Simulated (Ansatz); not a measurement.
# AgCl (zincblende type): the cost of one run

Method: DFT PBE, scalar-relativistic, in Ansatz 0.2.0.

## 1. The starting structure

Symmetry: F-43m, No. 216, cubic system. Conventional cell: a = 5.637 Å, b = 5.637 Å, c = 5.637 Å, α = 90.00°, β = 90.00°, γ = 90.00°. Ag (site symmetry -43m) has 4 Cl at 2.44 Å as nearest neighbours. Cl (site symmetry -43m) is surrounded by 4 Ag at 2.44 Å.

As a file:

```cif
data_structure
_symmetry_space_group_name_H-M 'P 1'
_symmetry_Int_Tables_number 1
_cell_length_a 3.9857
_cell_length_b 3.9857
_cell_length_c 3.9857
_cell_angle_alpha 60.000
_cell_angle_beta 60.000
_cell_angle_gamma 60.000
_cell_volume 44.77
loop_
_atom_site_label
_atom_site_type_symbol
_atom_site_fract_x
_atom_site_fract_y
_atom_site_fract_z
_atom_site_occupancy
Ag1 Ag 0.00000 0.00000 0.00000 1
Cl1 Cl 0.25000 0.25000 0.25000 1
```

Atoms are numbered in the order of the input: Ag1, Cl2.

## 2. Cell and atoms relaxed first

Contents of input.yaml:

```yaml
crystal:
  lattice:
    - [0.0, 2.8183160756, 2.8183160756]
    - [2.8183160756, 0.0, 2.8183160756]
    - [2.8183160756, 2.8183160756, 0.0]
  atoms:
    - { symbol: Ag, position: [0.0, 0.0, 0.0] }
    - { symbol: Cl, position: [0.25, 0.25, 0.25] }
kpoints:
  mp_grid: { grid: [11, 11, 11] }
scf:
  occupations: { method: fermi_dirac, width: 0.03 }
hamiltonian:
  xc: pbe
  pseudopotentials: { kind: paw }
output:
  forces: true
  stress: true
relax:
  f_tol: 0.005
  max_steps: 80
  cell: {}
```

Started as:

```console
> ansatz run input.yaml --threads 1 --pin off --max-ram 2048MiB --backend cpu --events-out ev --progress --plain --runs-dir out
```

What time and memory should one allow on 1 thread of Arm Neoverse V2, shared host?

About 15 s, with a peak of 0.37 GiB.
